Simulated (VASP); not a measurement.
**CO2: single point with PBE+D3(BJ)**

The system is CO2.

```
C O
1.0
     8.70659    0.00000    0.00000
     0.00000    8.70659    0.00000
     0.00000    0.00000    8.70659
C O
10 20
Direct
  0.88936 0.21612 0.07263
  0.19676 0.48057 0.57358
  0.59218 0.10232 0.77733
  0.82518 0.01185 0.46497
  0.23517 0.86871 0.25774
  0.46870 0.66333 0.89696
  0.80917 0.59336 0.37218
  0.30464 0.38456 0.13446
  0.88809 0.76126 0.87102
  0.20936 0.08368 0.66789
  0.80542 0.26334 0.16824
  0.97272 0.17120 0.97384
  0.22343 0.56608 0.67124
  0.17623 0.38736 0.47929
  0.57917 0.17370 0.89321
  0.59958 0.04177 0.66034
  0.78086 0.91783 0.37763
  0.87807 0.11817 0.53059
  0.13120 0.95439 0.24058
  0.33503 0.78323 0.27934
  0.51526 0.53820 0.91368
  0.41747 0.78477 0.88278
  0.93258 0.64050 0.40383
  0.69500 0.53883 0.33463
  0.22914 0.47178 0.07153
  0.37287 0.29882 0.21125
  0.89286 0.67216 0.97052
  0.87335 0.84321 0.76165
  0.25151 0.18339 0.74764
  0.17221 0.99342 0.57569
```

The cell was built by a generator and needn't be a form met in nature.

```
Program             : VASP 6.6.1
Task                : single point
Functional          : PBE
Dispersion          : D3(BJ)
Potentials or basis : VASP PAW PBE potentials, release 64 (C, O)
Cutoff              : 520 eV
k mesh              : 1 × 1 × 1
Occupations         : fermi-dirac, width 0.02 eV
Spin                : no spin polarisation
```

The pressure is 1.2 GPa. The largest force is 4.111 eV/Å. The band gap on the k mesh is 6.00 eV, direct. The dispersion energy per atom is -0.044 eV.

Forces in eV/Å, atoms in the order of the input:
```
C    0.273 -0.030 -0.555
C    0.003 -1.309 -0.928
C   -0.590  2.429  3.264
C    0.555  0.798 -1.278
C   -1.804  1.341 -0.035
C    0.297 -1.828  0.323
C    2.964  0.711  0.369
C    1.055 -1.583  1.862
C   -0.616  1.128 -2.434
C    0.155  0.374 -0.760
O    0.546 -0.343 -0.396
O   -0.797  0.331  0.967
O    0.277  1.775  1.652
O   -0.338 -0.407 -0.770
O    0.359 -0.891 -0.841
O   -0.054 -1.585 -2.256
O   -0.185  0.176  0.831
O   -0.364 -0.572  0.189
O    0.465 -0.307 -0.190
O    1.299 -1.042  0.133
O    0.510 -0.359 -0.074
O   -0.707  2.288 -0.285
O   -0.314 -0.075  0.174
O   -2.551 -0.771 -0.514
O   -2.025  2.394 -2.103
O    0.895 -0.913  0.274
O    0.282 -0.470  1.034
O    0.391 -0.738  1.498
O    0.135  0.251  0.819
O   -0.117 -0.774  0.031
```

Stress tensor (GPa, compression positive):
```
 1.04 -0.55  0.93
-0.55  1.73  0.10
 0.93  0.10  0.74
```

Levels at points of the mesh, in eV from the valence-band top:
| k point | band 76 | band 77 | band 78 | band 79 | band 80 | band 81 | band 82 | band 83 | band 84 | band 85 |
| --- | --- | --- | --- | --- | --- | --- | --- | --- | --- | --- |
| (0.00, 0.00, 0.00) | -0.34 | -0.23 | -0.18 | -0.17 | 0.00 | 6.00 | 7.11 | 7.36 | 7.46 | 7.52 |

It took 4.4 min on 1 thread of AMD EPYC 7571, with other jobs on the host, peak memory 0.61 GiB.

Caveat: the standard files for N, O and F lose accuracy on very short bonds. A hybrid or GW would open this gap; PBE tends to underestimate it.
